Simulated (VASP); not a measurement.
# TaC (Fm-3m) in VASP: a series of runs

The runs below take TaC through relaxation of cell and atoms, with PBE.

Program: VASP 6.6.1. These are calculated values, not measurements. Logs are shortened: lines on timing, memory, paths and dates and some standing lists are left out, and cuts for length are marked.

### Step 1. The structure

Symmetry: Fm-3m, No. 225, cubic system. The conventional cell has a = 4.446 Å, b = 4.446 Å, c = 4.446 Å, α = 90.00°, β = 90.00°, γ = 90.00°. Ta (site symmetry m-3m) is surrounded by 6 C at 2.22 Å. C (site symmetry m-3m) is surrounded by 6 Ta at 2.22 Å.

### Step 2. Relaxation of cell and atoms, PBE, target pressure 19.7 GPa, at which the enthalpy is minimised

INCAR reads:

```
SYSTEM = TaC
PREC = Accurate ; ENCUT = 520
EDIFF = 1E-7 ; ISMEAR = 0
SIGMA = 0.1 ; LREAL = .FALSE.
LASPH = .TRUE. ; NELM = 80
ALGO = Fast ; ISIF = 3
LWAVE = .FALSE. ; LCHARG = .FALSE.
GGA = PE ; IBRION = 2
NSW = 80 ; EDIFFG = -0.002
AMIX = 0.2 ; PSTRESS = 197.0
```

KPOINTS reads:

```
regular mesh
0
G
  16 16 16
  0 0 0
```

POSCAR reads:

```
TaC
1.0
    0.0000000000      2.2230000000      2.2230000000
    2.2230000000      0.0000000000      2.2230000000
    2.2230000000      2.2230000000      0.0000000000
Ta C
1 1
Direct
    0.0000000000      0.0000000000      0.0000000000
    0.5000000000      0.5000000000      0.5000000000
```

Potentials or basis: VASP PAW PBE potentials, release 64 (Ta_pv, C).

Command:

```console
$ cat potpaw_PBE.64/Ta_pv/POTCAR potpaw_PBE.64/C/POTCAR > POTCAR
$ mpirun -np 1 vasp_std > vasp.out
```

OUTCAR:

```text
SYSTEM = TaC
   PREC = Accurate
   ENCUT = 520
   EDIFF = 1E-7
   ISMEAR = 0
   LREAL = .FALSE.
   LASPH = .TRUE.
   NELM = 80
   ISIF = 3
   GGA = PE
   IBRION = 2
   NSW = 80
   EDIFFG = -0.002
   AMIX = 0.2
   PSTRESS = 197.0

 ion  position               nearest neighbor table
   1  0.000  0.000  0.000-   2 2.22   2 2.22   2 2.22   2 2.22   2 2.22   2 2.22
   2  0.500  0.500  0.500-   1 2.22   1 2.22   1 2.22   1 2.22   1 2.22   1 2.22

  LATTYP: Found a face centered cubic cell.
 ALAT       =     4.4460000000

  Lattice vectors:

 A1 = (   0.0000000000,   2.2230000000,   2.2230000000)
 A2 = (   2.2230000000,   0.0000000000,   2.2230000000)
 A3 = (   2.2230000000,   2.2230000000,   0.0000000000)

Analysis of symmetry for initial positions (statically):
=====================================================================
 Subroutine PRICEL returns:
 Original cell was already a primitive cell.

 Routine SETGRP: Setting up the symmetry group for a
 face centered cubic supercell.

 Subroutine GETGRP returns: Found 48 space group operations
 (whereof 48 operations were pure point group operations)
 out of a pool of 48 trial point group operations.

The static configuration has the point symmetry O_h .

Analysis of symmetry for dynamics (positions and initial velocities):
=====================================================================
 Subroutine PRICEL returns:
 Original cell was already a primitive cell.

 Routine SETGRP: Setting up the symmetry group for a
 face centered cubic supercell.

 Subroutine GETGRP returns: Found 48 space group operations
 (whereof 48 operations were pure point group operations)
 out of a pool of 48 trial point group operations.

The dynamic configuration has the point symmetry O_h .

 Subroutine INISYM returns: Found 48 space group operations
 (whereof 48 operations are pure point group operations),
 and found     1 'primitive' translations

----------------------------------------------------------------------------------------

                                     Primitive cell

  volume of cell :      21.9709

  direct lattice vectors                    reciprocal lattice vectors
     0.000000000  2.223000000  2.223000000    -0.224921278  0.224921278  0.224921278
     2.223000000  0.000000000  2.223000000     0.224921278 -0.224921278  0.224921278
     2.223000000  2.223000000  0.000000000     0.224921278  0.224921278 -0.224921278

  length of vectors
     3.143796749  3.143796749  3.143796749     0.389575080  0.389575080  0.389575080

  position of ions in fractional coordinates (direct lattice)
     0.000000000  0.000000000  0.000000000
     0.500000000  0.500000000  0.500000000

  ion indices of the primitive-cell ions
   primitive index   ion index
                 1           1
                 2           2

----------------------------------------------------------------------------------------

 KPOINTS: regular mesh

Automatic generation of k-mesh.
 Grid dimensions read from file:
 generate k-points for:   16   16   16

 Generating k-lattice:

  Cartesian coordinates                     Fractional coordinates (reciprocal lattice)
    -0.014057580  0.014057580  0.014057580     0.062500000  0.000000000  0.000000000
     0.014057580 -0.014057580  0.014057580     0.000000000  0.062500000  0.000000000
     0.014057580  0.014057580 -0.014057580     0.000000000  0.000000000  0.062500000

  Length of vectors
     0.024348443  0.024348443  0.024348443

  Shift w.r.t. Gamma in fractional coordinates (k-lattice)
     0.000000000  0.000000000  0.000000000

 Subroutine IBZKPT returns following result:
 ===========================================

 Found    145 irreducible k-points:

 Following reciprocal coordinates:
            Coordinates               Weight
  0.000000  0.000000  0.000000      1.000000
  0.062500  0.000000  0.000000      8.000000
  0.125000  0.000000  0.000000      8.000000
  0.187500  0.000000  0.000000      8.000000
  0.250000  0.000000  0.000000      8.000000
  0.312500  0.000000  0.000000      8.000000
[... 16 lines left out ...]
 -0.125000  0.062500  0.000000     24.000000
 -0.062500  0.062500  0.000000     12.000000
 [... further k-points ...]
   k-points           NKPTS =    145   k-points in BZ     NKDIM =    145   number of bands    NBANDS=     11
   number of dos      NEDOS =    301   number of ions     NIONS =      2
   total plane-waves  NPLWV =  13824
   dimension x,y,z NGX =    24 NGY =   24 NGZ =   24
   dimension x,y,z NGXF=    48 NGYF=   48 NGZF=   48
   ions per type =               1   1
   NGX,Y,Z   is equivalent  to a cutoff of  12.69, 12.69, 12.69 a.u.
   NGXF,Y,Z  is equivalent  to a cutoff of  25.38, 25.38, 25.38 a.u.
 SYSTEM =  TaC
   PREC   = accura    normal or accurate (medium, high low for compatibility)
   ISTART =      0    job   : 0-new  1-cont  2-samecut
   ICHARG =      2    charge: 1-file 2-atom 10-const
   ISPIN  =      1    spin polarized calculation?
   LNONCOLLINEAR =      F non collinear calculations
   LSORBIT =      F    spin-orbit coupling
   LASPH  =      T    aspherical Exc in radial PAW
   ENCUT  =  520.0 eV  38.22 Ry    6.18 a.u.   5.85  5.85  5.85*2*pi/ulx,y,z
   NELM   =     80;   NELMIN=  2; NELMDL= -5     # of ELM steps
   EDIFF  = 0.1E-06   stopping-criterion for ELM
   LREAL  =      F    real-space projection
   EDIFFG = -.2E-02   stopping-criterion for IOM
   NSW    =     80    number of steps for IOM
   IBRION =      2    ionic relax: 0-MD 1-quasi-New 2-CG
   NFREE  =      1    steps in history (QN), initial steepest desc. (CG)
   ISIF   =      3    stress and relaxation
   ISYM   =      2    0-nonsym 1-usesym 2-fastsym
   POTIM  = 0.5000    time-step for ionic-motion
   TEBEG  =    0.0;   TEEND  =   0.0 temperature during run
   PSTRESS=  197.0 pullay stress
   NELECT =      15.0000    total number of electrons
   NUPDOWN=      -1.0000    fix difference up-down
   EMIN   =  10.00;   EMAX   =-10.00  energy-range for DOS
   EFERMI =   0.00;   METHOD = LEGACY
   ISMEAR =     0;   SIGMA  =   0.10  broadening in eV -4-tet -1-fermi 0-gaus
   EFERMI_NEDOS =   21; number of points for ismear=-14 and -15
   IALGO  =     68    algorithm
   IMIX   =      4    mixing-type and parameters
     AMIX     =   0.20;   BMIX     =  1.00
     AMIX_MAG =   0.80;   BMIX_MAG =  1.00
  volume/ion in A,a.u.               =      10.99        74.13
  Fermi-wavevector in a.u.,A,eV,Ry     =   1.441526  2.724089 28.272865  2.077997
  Thomas-Fermi vector in A             =   2.560148
   LORBIT       =      0    0 simple, 1 ext, 2 COOP (PROOUT), +10 PAW based schemes
   GGA     = PE    functional components
   LHFCALC =     F    Hartree Fock is set to
   AEXX    =    0.0000 exact exchange contribution
   IVDW    =     0    specifies the selected vdW correction
   LEPSILON=     F    determine dielectric tensor
   LRPA    =     F    only Hartree local field effects (RPA)
 conjugate gradient relaxation of ions
 non-spin polarized calculation
 RMM-DIIS sequential band-by-band and
 Gauss-broadening in eV      SIGMA  =   0.10
  energy-cutoff  :      520.00
  volume of cell :       21.97
 maximum number of plane-waves:       609
   NGX = 11   NGY = 11   NGZ = 11

--------------------------------------- Ionic step        1  -------------------------------------------

 number of electron      15.0000001 magnetization

 Free energy of the ion-electron system (eV)
  ---------------------------------------------------
  ext. energy  EPLUGINS =         0.00000000
  ---------------------------------------------------
  free energy    TOTEN  =       -22.19621393 eV

  energy without entropy =      -22.19460090  energy(sigma->0) =      -22.19540741

------------------------ aborting loop because EDIFF is reached ----------------------------------------

  FORCE on cell =-STRESS in cart. coord.  units (eV):
  Direction    XX          YY          ZZ          XY          YZ          ZX
  --------------------------------------------------------------------------------------
  -------------------------------------------------------------------------------------
  Total        1.0166101      1.0166101      1.0166101      0.0000000      0.0000000      0.0000000
  in kB       74.1338601     74.1338601     74.1338601      0.0000000      0.0000000      0.0000000
  external PRESSURE =    -122.8661399 kB  Pullay stress =     197.0000000 kB

 VOLUME and BASIS-vectors are now :
 -----------------------------------------------------------------------------
  energy-cutoff  :      520.00
  volume of cell :       21.97
      direct lattice vectors                 reciprocal lattice vectors
     0.000000000  2.223000000  2.223000000    -0.224921278  0.224921278  0.224921278
     2.223000000  0.000000000  2.223000000     0.224921278 -0.224921278  0.224921278
     2.223000000  2.223000000  0.000000000     0.224921278  0.224921278 -0.224921278
[... 84 lines left out ...]
  FREE ENERGIE OF THE ION-ELECTRON SYSTEM (eV)
  ---------------------------------------------------
  free  energy   TOTEN  =       -22.1409143158 eV

  energy  without entropy=      -22.1393552064  energy(sigma->0) =      -22.14013476

  enthalpy is  TOTEN    =       -19.5222040119 eV   P V=        2.6187103040

--------------------------------------- Ionic step        4  -------------------------------------------

 number of electron      15.0000003 magnetization

 Free energy of the ion-electron system (eV)
  ---------------------------------------------------
  ext. energy  EPLUGINS =         0.00000000
  ---------------------------------------------------
  free energy    TOTEN  =       -22.13805296 eV

  energy without entropy =      -22.13649557  energy(sigma->0) =      -22.13727426

 E-fermi :   8.7630     XC(G=0): -13.4066

 val. band max:        8.7375472738   @ k =   0.4375   0.1875   0.0625
 cond. band min:       8.7868329713   @ k =   0.1250   0.0625   0.0000
 fundamental gap:      0.0492856975
 Fermi energy:         8.7630468274

 k-point     1 :       0.0000    0.0000    0.0000
  band No.  band energies     occupation
      1     -26.1638      2.00000
      2     -26.1638      2.00000
      3     -26.1638      2.00000
      4      -6.2985      2.00000
      5       7.3843      2.00000
      6       7.3843      2.00000
      7       7.3843      2.00000
      8       8.2882      2.00000
      9       8.2882      2.00000
     10       8.2882      2.00000
     11       9.4889      0.00000

 k-point     2 :       0.0625    0.0000    0.0000
  band No.  band energies     occupation
      1     -26.1975      2.00000
      2     -26.1671      2.00000
      3     -26.1671      2.00000
      4      -6.1811      2.00000
      5       6.7689      2.00000
      6       7.1259      2.00000
      7       7.1259      2.00000
      8       7.9073      2.00000
      9       7.9073      2.00000
     10       8.6684      1.81940
     11      10.3592      0.00000
[... 295 lines left out ...]
 k-point    24 :      -0.0625    0.0625    0.0000
  band No.  band energies     occupation
      1     -26.2439      2.00000
      2     -26.1862      2.00000
      3     -26.1663      2.00000
      4      -5.9900      2.00000
      5       6.2481      2.00000
      6       6.4283      2.00000
      7       6.5722      2.00000
      8       7.5609      2.00000
      9       8.5141      1.99957
     10       9.1095      0.00000
     11      10.5078      0.00000

 [... further k-points ...]

------------------------ aborting loop because EDIFF is reached ----------------------------------------

  FORCE on cell =-STRESS in cart. coord.  units (eV):
  Direction    XX          YY          ZZ          XY          YZ          ZX
  --------------------------------------------------------------------------------------
  -------------------------------------------------------------------------------------
  Total        2.6120884      2.6120884      2.6120884      0.0000000     -0.0000000     -0.0000000
  in kB      196.7196293    196.7196293    196.7196293      0.0000000     -0.0000000     -0.0000000
  external PRESSURE =      -0.2803707 kB  Pullay stress =     197.0000000 kB

 VOLUME and BASIS-vectors are now :
 -----------------------------------------------------------------------------
  energy-cutoff  :      520.00
  volume of cell :       21.27
      direct lattice vectors                 reciprocal lattice vectors
     0.000000000  2.199244865  2.199244865    -0.227350764  0.227350764  0.227350764
     2.199244865  0.000000000  2.199244865     0.227350764 -0.227350764  0.227350764
     2.199244865  2.199244865  0.000000000     0.227350764  0.227350764 -0.227350764

 POSITION                                       TOTAL-FORCE (eV/Angst)
 -----------------------------------------------------------------------------------
      2.19924      4.39849      2.19924        -0.000000     -0.000000      0.000000
      2.19924      2.19924      2.19924         0.000000      0.000000     -0.000000
 -----------------------------------------------------------------------------------
    total drift:                               -0.000000     -0.000000     -0.000000

  FREE ENERGIE OF THE ION-ELECTRON SYSTEM (eV)
  ---------------------------------------------------
  free  energy   TOTEN  =       -22.1380529585 eV

  energy  without entropy=      -22.1364955674  energy(sigma->0) =      -22.13727426

  enthalpy is  TOTEN    =       -19.5222417324 eV   P V=        2.6158112261

 reached required accuracy - stopping structural energy minimisation
```

Wall time 64 s (1 thread of Intel Xeon 6975P-C (Granite Rapids), shared host); peak memory 0.18 GiB.

What came out:

| Item | Value |
| --- | --- |
| Free energy | -22.1381 eV |
| Relaxed volume | 10.64 Å³/atom |
| Relaxed cell | a = 3.110 Å, b = 3.110 Å, c = 3.110 Å, α = 60.00°, β = 60.00°, γ = 60.00° |
| Space group after relaxing (to 0.05 Å) | Fm-3m (No. 225) |
| Energy change on relaxing (the enthalpy is what falls) | +29.1 meV/atom |
| Ionic steps | 4 |
| Pressure after relaxing | 19.7 GPa |
| Band gap on the k mesh | none (metal or under the smearing width) |

Step by step:
| step | energy change (eV) | largest force (eV/Å) | pressure (GPa) | volume (Å³) |
| --- | --- | --- | --- | --- |
| 1 | 0.0000 | 0.0000 | 7.41 | 21.97 |
| 2 | 0.5315 | 0.0000 | 64.56 | 19.40 |
| 3 | 0.0553 | 0.0000 | 19.20 | 21.30 |
| 4 | 0.0582 | 0.0000 | 19.67 | 21.27 |

Final structure:
```yaml
crystal:
  lattice:
    - [0.00000, 2.19924, 2.19924]
    - [2.19924, 0.00000, 2.19924]
    - [2.19924, 2.19924, 0.00000]
  atoms:
    - { symbol: Ta, position: [0.00000, 0.00000, 0.00000] }
    - { symbol: C, position: [0.50000, 0.50000, 0.50000] }
```

Caveat: the cell is relaxed towards a set pressure, so the enthalpy falls and the energy may rise.

### Step 3. Relaxation of cell and atoms, PBE, target pressure 19.7 GPa, at which the enthalpy is minimised

This run uses another cell than the first one, of 10.64 Å³/atom, 0.968 times its volume.

INCAR is that of step 2.

KPOINTS is that of step 2.

POSCAR reads:

```
TaC                                     
1.0
    0.0000000000      2.1992448650      2.1992448650
    2.1992448650      0.0000000000      2.1992448650
    2.1992448650      2.1992448650      0.0000000000
  Ta              C             
     1     1
Direct
     1.0000000000000000    0.0000000000000000    1.0000000000000000
     0.5000000000000000    0.5000000000000000    0.5000000000000000
```

Potentials or basis: VASP PAW PBE potentials, release 64 (Ta_pv, C).

Command:

```console
$ cat potpaw_PBE.64/Ta_pv/POTCAR potpaw_PBE.64/C/POTCAR > POTCAR
$ mpirun -np 1 vasp_std > vasp.out
```

Run time: 26 s. Hardware: 1 thread of Intel Xeon 6975P-C (Granite Rapids), shared host; peak memory 0.16 GiB.

It converged, with:

```yaml
Free_energy: -22.1377 eV
Pressure_after_relaxing: 19.7 GPa
Band_gap_on_the_k_mesh: none (metal or under the smearing width)
```

Final structure:
```yaml
crystal:
  lattice:
    - [0.00000, 2.19924, 2.19924]
    - [2.19924, 0.00000, 2.19924]
    - [2.19924, 2.19924, 0.00000]
  atoms:
    - { symbol: Ta, position: [0.00000, 0.00000, 0.00000] }
    - { symbol: C, position: [0.50000, 0.50000, 0.50000] }
```

Levels at points of the mesh, in eV from the Fermi level:
```
           k point  band 4  band 5  band 6  band 7  band 8  band 9  band 10  band 11
(0.00, 0.00, 0.00)  -15.06   -1.38   -1.38   -1.38   -0.48   -0.48    -0.48     0.73
(0.50, 0.00, 0.00)  -10.35   -8.97   -5.67   -5.67    2.91    2.91     3.95     5.56
(0.50, 0.50, 0.00)  -12.95   -4.75   -4.61   -1.75   -1.75    2.80     4.38     4.38
```

Caveat: the relaxation stopped at its first step, so nothing moved; the cell is relaxed towards a set pressure, so the enthalpy falls and the energy may rise.
